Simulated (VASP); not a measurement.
# Au in VASP: further runs

The runs below take Au through single point, with PBE.

Program: VASP 6.6.1. These are calculated values, not measurements. Logs are shortened: lines on timing, memory, paths and dates and some standing lists are left out, and cuts for length are marked.

## Step 1: The structure

The cell holds a sheet with vacuum, 3 atoms: a = 4.749 Å, b = 4.749 Å, c = 24.642 Å, α = 90.00°, β = 90.00°, γ = 120.00°.

The cell was built by a generator and needn't be a form met in nature.

## Step 2: Single point, PBE

INCAR

```
ALGO = Fast ; DIPOL = 0.5 0.5 0.304
EDIFF = 1E-6 ; ENCUT = 520
GGA = PE ; IDIPOL = 3
ISIF = 2 ; ISMEAR = 0
LASPH = T ; LCHARG = F
LDIPOL = T ; LREAL = F
LWAVE = F ; NBANDS = 24
NELM = 100 ; PREC = Accurate
SIGMA = 0.1
```

KPOINTS

```
k-points
0
Gamma
  12 12 1
```

POSCAR

```
Au
1.0
    4.7487061989     -0.0000002728      0.0000000000
   -2.3743528632      4.1125003398      0.0000000000
    0.0000000000      0.0000000000     24.6423820000
Au
3
Direct
    0.3333333333      0.6666666667      0.3043534588
    0.6666666667      0.3333333333      0.3043539299
    0.0000000000      0.0000000000      0.3043536944
```

Potentials or basis: VASP PAW PBE potentials, release 64 (Au).

Run with:

```sh
> cat potpaw_PBE.64/Au/POTCAR > POTCAR
> mpirun -np 1 vasp_std > vasp.out
```

OUTCAR:

```text
EDIFF = 1E-6
   ENCUT = 520
   GGA = PE
   ISIF = 2
   ISMEAR = 0
   LASPH = T
   LREAL = F
   NELM = 100
   PREC = Accurate

 ion  position               nearest neighbor table
   1  0.333  0.667  0.304-   3 2.74   2 2.74   2 2.74   3 2.74   3 2.74   2 2.74
   2  0.667  0.333  0.304-   3 2.74   1 2.74   1 2.74   3 2.74   3 2.74   1 2.74
   3  0.000  0.000  0.304-   2 2.74   1 2.74   2 2.74   1 2.74   2 2.74   1 2.74

  LATTYP: Found a hexagonal cell.
 ALAT       =     4.7487061989
 C/A-ratio  =     5.1892833475

  Lattice vectors:

 A1 = (   4.7487061989,  -0.0000002728,   0.0000000000)
 A2 = (  -2.3743528632,   4.1125003398,   0.0000000000)
 A3 = (   0.0000000000,   0.0000000000,  24.6423820000)

Analysis of symmetry for initial positions (statically):
=====================================================================
 Subroutine PRICEL returns following result:

  LATTYP: Found a hexagonal cell.
 ALAT       =     2.7416668020
 C/A-ratio  =     8.9881024136

  Lattice vectors:

 A1 = (  -2.3743531777,  -1.3708332650,   0.0000000000)
 A2 = (   2.3743530205,  -1.3708335374,   0.0000000000)
 A3 = (   0.0000000000,   0.0000000000,  24.6423820000)

   3 primitive cells build up your supercell.

 Routine SETGRP: Setting up the symmetry group for a
 hexagonal supercell.

 Subroutine GETGRP returns: Found 24 space group operations
 (whereof 12 operations were pure point group operations)
 out of a pool of 24 trial point group operations.

The static configuration has the point symmetry C_6v.
 The point group associated with its full space group is D_6h.

Analysis of symmetry for dynamics (positions and initial velocities):
=====================================================================
 Subroutine PRICEL returns following result:

  LATTYP: Found a hexagonal cell.
 ALAT       =     2.7416668020
 C/A-ratio  =     8.9881024136

  Lattice vectors:

 A1 = (  -2.3743531777,  -1.3708332650,   0.0000000000)
 A2 = (   2.3743530205,  -1.3708335374,   0.0000000000)
 A3 = (   0.0000000000,   0.0000000000,  24.6423820000)

   3 primitive cells build up your supercell.

 Routine SETGRP: Setting up the symmetry group for a
 hexagonal supercell.

 Subroutine GETGRP returns: Found 24 space group operations
 (whereof 12 operations were pure point group operations)
 out of a pool of 24 trial point group operations.

The dynamic configuration has the point symmetry C_6v.
 The point group associated with its full space group is D_6h.

 Subroutine INISYM returns: Found 24 space group operations
 (whereof 12 operations are pure point group operations),
 and found     3 'primitive' translations

----------------------------------------------------------------------------------------

                                     Primitive cell

  volume of cell :     160.4141

  direct lattice vectors                    reciprocal lattice vectors
    -2.374353178 -1.370833265  0.000000000    -0.210583695 -0.364741611  0.000000000
     2.374353020 -1.370833537  0.000000000     0.210583654 -0.364741635  0.000000000
     0.000000000  0.000000000 24.642382000     0.000000000  0.000000000  0.040580493

  length of vectors
     2.741666802  2.741666802 24.642382000     0.421167349  0.421167349  0.040580493

  position of ions in fractional coordinates (direct lattice)
     0.000000000  1.000000000  0.304353459

  ion indices of the primitive-cell ions
   primitive index   ion index
                 1           1

----------------------------------------------------------------------------------------

 KPOINTS: k-points

Automatic generation of k-mesh.
 Grid dimensions read from file:
 generate k-points for:   12   12    1

 Generating k-lattice:

  Cartesian coordinates                     Fractional coordinates (reciprocal lattice)
     0.017548640  0.010131711  0.000000000     0.083333333  0.000000000  0.000000000
     0.000000001  0.020263424  0.000000000     0.000000000  0.083333333  0.000000000
     0.000000000  0.000000000  0.040580493     0.000000000  0.000000000  1.000000000

  Length of vectors
     0.020263424  0.020263424  0.040580493

  Shift w.r.t. Gamma in fractional coordinates (k-lattice)
     0.000000000  0.000000000  0.000000000

 Subroutine IBZKPT returns following result:
 ===========================================

 Found     19 irreducible k-points:

 Following reciprocal coordinates:
            Coordinates               Weight
  0.000000  0.000000  0.000000      1.000000
  0.083333  0.000000  0.000000      6.000000
  0.166667  0.000000  0.000000      6.000000
  0.250000 -0.000000  0.000000      6.000000
  0.333333 -0.000000  0.000000      6.000000
  0.416667  0.000000  0.000000      6.000000
[... 11 lines left out ...]
  0.333333  0.250000  0.000000     12.000000
  0.333333  0.333333  0.000000      2.000000
   k-points           NKPTS =     19   k-points in BZ     NKDIM =     19   number of bands    NBANDS=     24
   number of dos      NEDOS =    301   number of ions     NIONS =      3
   total plane-waves  NPLWV = 248832
   dimension x,y,z NGX =    36 NGY =   36 NGZ =  192
   dimension x,y,z NGXF=    72 NGYF=   72 NGZF=  384
   ions per type =               3
   NGX,Y,Z   is equivalent  to a cutoff of  12.60, 12.60, 12.95 a.u.
   NGXF,Y,Z  is equivalent  to a cutoff of  25.21, 25.21, 25.91 a.u.
 SYSTEM =  unknown system
   PREC   = accura    normal or accurate (medium, high low for compatibility)
   ISTART =      0    job   : 0-new  1-cont  2-samecut
   ICHARG =      2    charge: 1-file 2-atom 10-const
   ISPIN  =      1    spin polarized calculation?
   LNONCOLLINEAR =      F non collinear calculations
   LSORBIT =      F    spin-orbit coupling
   LASPH  =      T    aspherical Exc in radial PAW
   ENCUT  =  520.0 eV  38.22 Ry    6.18 a.u.   8.83  8.83 45.82*2*pi/ulx,y,z
   NELM   =    100;   NELMIN=  2; NELMDL= -5     # of ELM steps
   EDIFF  = 0.1E-05   stopping-criterion for ELM
   LREAL  =      F    real-space projection
   EDIFFG = 0.1E-04   stopping-criterion for IOM
   NSW    =      0    number of steps for IOM
   IBRION =     -1    ionic relax: 0-MD 1-quasi-New 2-CG
   NFREE  =      0    steps in history (QN), initial steepest desc. (CG)
   ISIF   =      2    stress and relaxation
   ISYM   =      2    0-nonsym 1-usesym 2-fastsym
   POTIM  = 0.5000    time-step for ionic-motion
   TEBEG  =    0.0;   TEEND  =   0.0 temperature during run
   PSTRESS=    0.0 pullay stress
   NELECT =      33.0000    total number of electrons
   NUPDOWN=      -1.0000    fix difference up-down
   EMIN   =  10.00;   EMAX   =-10.00  energy-range for DOS
   EFERMI =   0.00;   METHOD = LEGACY
   ISMEAR =     0;   SIGMA  =   0.10  broadening in eV -4-tet -1-fermi 0-gaus
   EFERMI_NEDOS =   21; number of points for ismear=-14 and -15
   IALGO  =     68    algorithm
   IMIX   =      4    mixing-type and parameters
     AMIX     =   0.40;   BMIX     =  1.00
     AMIX_MAG =   1.60;   BMIX_MAG =  1.00
  volume/ion in A,a.u.               =     160.41      1082.53
  Fermi-wavevector in a.u.,A,eV,Ry     =   0.670077  1.266262  6.109063  0.449003
  Thomas-Fermi vector in A             =   1.745486
   LORBIT       =      0    0 simple, 1 ext, 2 COOP (PROOUT), +10 PAW based schemes
   GGA     = PE    functional components
   LHFCALC =     F    Hartree Fock is set to
   AEXX    =    0.0000 exact exchange contribution
   IVDW    =     0    specifies the selected vdW correction
   LEPSILON=     F    determine dielectric tensor
   LRPA    =     F    only Hartree local field effects (RPA)
 non-spin polarized calculation
 RMM-DIIS sequential band-by-band and
 Gauss-broadening in eV      SIGMA  =   0.10
  energy-cutoff  :      520.00
  volume of cell :      481.24
 maximum number of plane-waves:     12999
 NGX is ok and might be reduce to    36
   NGX = 17   NGY = 17   NGZ = 91

 number of electron      33.0000006 magnetization

 dipolmoment           0.000000      0.000000     -0.000004 electrons x Angstroem

 Free energy of the ion-electron system (eV)
  ---------------------------------------------------
  ext. energy  EPLUGINS =         0.00000000
  ---------------------------------------------------
  free energy    TOTEN  =        -8.87698573 eV

  energy without entropy =       -8.87209440  energy(sigma->0) =       -8.87454006

 E-fermi :  -3.8095     XC(G=0):  -1.9688

 val. band max:       -4.2076249788   @ k =   0.4167   0.0000   0.0000
 cond. band min:      -3.7928329093   @ k =   0.2500   0.2500   0.0000
 fundamental gap:      0.4147920695
 Fermi energy:        -3.8095288489

 k-point     1 :       0.0000    0.0000    0.0000
  band No.  band energies     occupation
      1     -11.3738      2.00000
      2      -7.7481      2.00000
      3      -7.7481      2.00000
      4      -7.7481      2.00000
      5      -7.7481      2.00000
      6      -7.7182      2.00000
[... 16 lines left out ...]
     23       2.4710      0.00000
     24       2.7230      0.00000

 k-point     2 :       0.0833    0.0000    0.0000
  band No.  band energies     occupation
      1     -11.2829      2.00000
      2      -8.2456      2.00000
      3      -8.1229      2.00000
      4      -7.7576      2.00000
      5      -7.6598      2.00000
      6      -7.6488      2.00000
[... 16 lines left out ...]
     23       2.5374      0.00000
     24       2.7829      0.00000

 k-point     3 :       0.1667    0.0000    0.0000
  band No.  band energies     occupation
      1     -11.0171      2.00000
      2      -8.8073      2.00000
      3      -8.3958      2.00000
      4      -7.8684      2.00000
      5      -7.8545      2.00000
      6      -7.7619      2.00000
[... 16 lines left out ...]
     23       1.8976      0.00000
     24       2.7360      0.00000

 k-point     4 :       0.2500   -0.0000    0.0000
  band No.  band energies     occupation
      1     -10.5981      2.00000
      2      -9.3317      2.00000
      3      -8.5675      2.00000
      4      -8.0304      2.00000
      5      -8.0232      2.00000
      6      -7.8097      2.00000
[... 16 lines left out ...]
     23       2.2020      0.00000
     24       3.0645      0.00000

 k-point     5 :       0.3333   -0.0000    0.0000
  band No.  band energies     occupation
      1     -10.0642      2.00000
      2      -9.7485      2.00000
      3      -8.6424      2.00000
      4      -8.2159      2.00000
      5      -8.1485      2.00000
      6      -7.8832      2.00000
[... 16 lines left out ...]
     23       2.6286      0.00000
     24       2.6318      0.00000

 k-point     6 :       0.4167    0.0000    0.0000
  band No.  band energies     occupation
      1     -10.0142      2.00000
      2      -9.4697      2.00000
      3      -8.6290      2.00000
      4      -8.3951      2.00000
      5      -8.3355      2.00000
      6      -8.2255      2.00000
[... 16 lines left out ...]
     23       3.1777      0.00000
     24       3.2009      0.00000
[... 244 lines left out ...]
 k-point    16 :       0.4167    0.1667    0.0000
  band No.  band energies     occupation
      1     -10.0196      2.00000
      2      -9.4940      2.00000
      3      -9.4940      2.00000
      4      -8.1320      2.00000
      5      -7.5376      2.00000
      6      -7.5376      2.00000
[... 16 lines left out ...]
     23       3.5476      0.00000
     24       3.5476      0.00000

 k-point    17 :       0.2500    0.2500    0.0000
  band No.  band energies     occupation
      1      -9.7683      2.00000
      2      -9.7104      2.00000
      3      -9.7104      2.00000
      4      -7.9500      2.00000
      5      -7.9500      2.00000
      6      -7.6868      2.00000
[... 16 lines left out ...]
     23       3.2995      0.00000
     24       3.3243      0.00000

 k-point    18 :       0.3333    0.2500    0.0000
  band No.  band energies     occupation
      1      -9.8999      2.00000
      2      -9.7148      2.00000
      3      -9.7092      2.00000
      4      -7.9805      2.00000
      5      -7.7739      2.00000
      6      -7.5276      2.00000
[... 16 lines left out ...]
     23       3.9103      0.00000
     24       3.9485      0.00000

 k-point    19 :       0.3333    0.3333    0.0000
  band No.  band energies     occupation
      1      -9.8157      2.00000
      2      -9.8157      2.00000
      3      -9.8157      2.00000
      4      -7.7815      2.00000
      5      -7.7815      2.00000
      6      -7.7815      2.00000
[... 16 lines left out ...]
     23       4.0792      0.00000
     24       4.0792      0.00000

------------------------ aborting loop because EDIFF is reached ----------------------------------------

 vacuum level on the upper side and lower side of the slab       (xc-potential included)        -0.118        -0.120

  FORCE on cell =-STRESS in cart. coord.  units (eV):
  Direction    XX          YY          ZZ          XY          YZ          ZX
  --------------------------------------------------------------------------------------
  -------------------------------------------------------------------------------------
  Total       -0.1005357     -0.1005357     -0.0412114      0.0000000      0.0000000      0.0000000
  in kB       -0.3347088     -0.3347088     -0.1372031      0.0000000      0.0000000      0.0000000
  external PRESSURE =      -0.2688736 kB  Pullay stress =       0.0000000 kB

 VOLUME and BASIS-vectors are now :
 -----------------------------------------------------------------------------
  energy-cutoff  :      520.00
  volume of cell :      481.24
      direct lattice vectors                 reciprocal lattice vectors
     4.748706199 -0.000000273  0.000000000     0.210583681  0.121580529  0.000000000
    -2.374352863  4.112500340  0.000000000     0.000000014  0.243161082  0.000000000
     0.000000000  0.000000000 24.642382000     0.000000000  0.000000000  0.040580493

 POSITION                                       TOTAL-FORCE (eV/Angst)
 -----------------------------------------------------------------------------------
      0.00000      2.74167      7.49999        -0.000000     -0.000000     -0.000000
      2.37435      1.37083      7.50001         0.000000     -0.000000      0.000000
      0.00000      0.00000      7.50000         0.000000      0.000000     -0.000000
 -----------------------------------------------------------------------------------
    total drift:                                0.000000      0.000000     -0.000052

  FREE ENERGIE OF THE ION-ELECTRON SYSTEM (eV)
  ---------------------------------------------------
  free  energy   TOTEN  =        -8.8769857308 eV

  energy  without entropy=       -8.8720943976  energy(sigma->0) =       -8.87454006

 vacuum level on the upper side and lower side of the slab         1.498         1.498
```

Run time: 2.7 min. Hardware: 1 thread of AMD EPYC 9R45 (Zen 5), shared host; peak memory 0.6 GiB.

Results:

```
Free energy            : -8.8770 eV
Band gap on the k mesh : none (metal or under the smearing width)
```

## Step 3: Single point, PBE

INCAR

```
PREC     = Accurate       # precision mode
ENCUT    = 520            # plane-wave cutoff, eV
EDIFF    = 1E-6           # SCF threshold, eV
ISMEAR   = 0              # smearing method
SIGMA    = 0.1            # smearing width, eV
LREAL    = False          # projectors in reciprocal space
LASPH    = True           # aspherical terms in the spheres
NELM     = 100            # most SCF steps
ALGO     = Fast           # electronic algorithm
ISIF     = 2              # what is computed and relaxed
LWAVE    = False          # write WAVECAR
LCHARG   = False          # write CHGCAR
LDIPOL   = True         
IDIPOL   = 3            
DIPOL    = 0.5 0.5 0.304
GGA      = PE             # functional
NBANDS   = 24             # bands
```

KPOINTS

```
Automatic mesh
0
Gamma
  12 12 1
```

POSCAR

```
Au
1.0
    4.7513100726     -0.0000002730      0.0000000000
   -2.3756547999      4.1147553606      0.0000000000
    0.0000000000      0.0000000000     24.6423820000
Au
3
Direct
    0.3333333333      0.6666666667      0.3043733916
    0.6666666667      0.3333333333      0.3043339971
    0.0000000000      0.0000000000      0.3043536944
```

Potentials or basis: VASP PAW PBE potentials, release 64 (Au).

Run with:

```sh
> cat potpaw_PBE.64/Au/POTCAR > POTCAR
> mpirun -np 1 vasp_std > vasp.out
```

It took 2.7 min on 1 thread of AMD EPYC 9R45 (Zen 5), shared host; peak memory 0.6 GiB.

Results (log left out):

- Free energy: -8.8769 eV
- Band gap on the k mesh: none (metal or under the smearing width)

Levels at points of the mesh, in eV from the Fermi level:
```tsv
k point	band 12	band 13	band 14	band 15	band 16	band 17	band 18	band 19	band 20	band 21
(0.00, 0.00, 0.00)	-3.23	-2.21	-2.21	-1.63	-1.63	1.18	5.04	5.05	5.05	5.42
(0.50, 0.00, 0.00)	-2.19	-2.16	-2.16	-1.43	-1.43	-0.68	1.94	4.56	4.56	5.04
```

## Step 4: Single point, PBE

This run uses another cell than the first one, of 109.31 Å³/atom, 0.681 times its volume.

INCAR

```
SYSTEM = Au
PREC = Accurate
ENCUT = 520
EDIFF = 1E-6
ISMEAR = 0
SIGMA = 0.1
LREAL = .FALSE.
LASPH = .TRUE.
NELM = 100
ALGO = Fast
ISIF = 2
LWAVE = .FALSE.
LCHARG = .FALSE.
LDIPOL = .TRUE.
IDIPOL = 3
DIPOL = 0.5 0.5 0.500
GGA = PE
NBANDS = 24
```

KPOINTS

```
Automatic mesh
0
G
  6 6 1
  0 0 0
```

POSCAR

```
Au
1.0
    5.0244070000      0.0000000000      0.0000000000
   -2.5122030000      4.3512640000      0.0000000000
    0.0000000000      0.0000000000     15.0000000000
Au
3
Direct
    0.3333333300      0.6666666700      0.5140397000
    0.6666666700      0.3333333300      0.4859603000
    0.0000000000      0.0000000000      0.5000000000
```

Run with:

```sh
> cat potpaw_PBE.64/Au/POTCAR > POTCAR
> mpirun -np 1 vasp_std > vasp.out
```

Wall time 53 s (1 thread of AMD EPYC 9R45 (Zen 5), shared host); peak memory 0.38 GiB.

The run converged. Its results:

```yaml
Free_energy: -8.3445 eV
Largest_force: 0.568 eV/Å
Band_gap_on_the_k_mesh: none (metal or under the smearing width)
```

Forces in eV/Å, atoms in the order of the input:
```
Au   0.000  0.000 -0.568
Au   0.000  0.000  0.568
Au   0.000  0.000  0.000
```

Levels at points of the mesh, in eV from the Fermi level:
```csv
k point,band 13,band 14,band 15,band 16,band 17,band 18,band 19,band 20
"(0.00, 0.00, 0.00)",-1.72,-1.56,-1.21,-1.21,1.90,4.61,4.76,5.50
"(0.50, 0.00, 0.00)",-1.56,-1.52,-0.95,-0.82,-0.50,2.64,4.04,4.86
```

The run has no spin-orbit coupling, so splittings on Au are missing.

## Step 5: The runs side by side

```csv
cell,k mesh,gap on the mesh (eV)
"P6/mmm, 160.41 Å³/atom",12 × 12 × 1,none
"P-3m1, 160.59 Å³/atom",12 × 12 × 1,none
"P-3m1, 109.31 Å³/atom",6 × 6 × 1,none
```

Alike in all rows: task single point; level PBE; potentials or basis VASP PAW PBE potentials, release 64 (Au); no spin polarisation; cutoff (eV) 520; smearing gaussian 0.1 eV.

Every run on the cell as given and a fine mesh finds a metal.

Absolute energies hang on the potentials; compare differences alone.
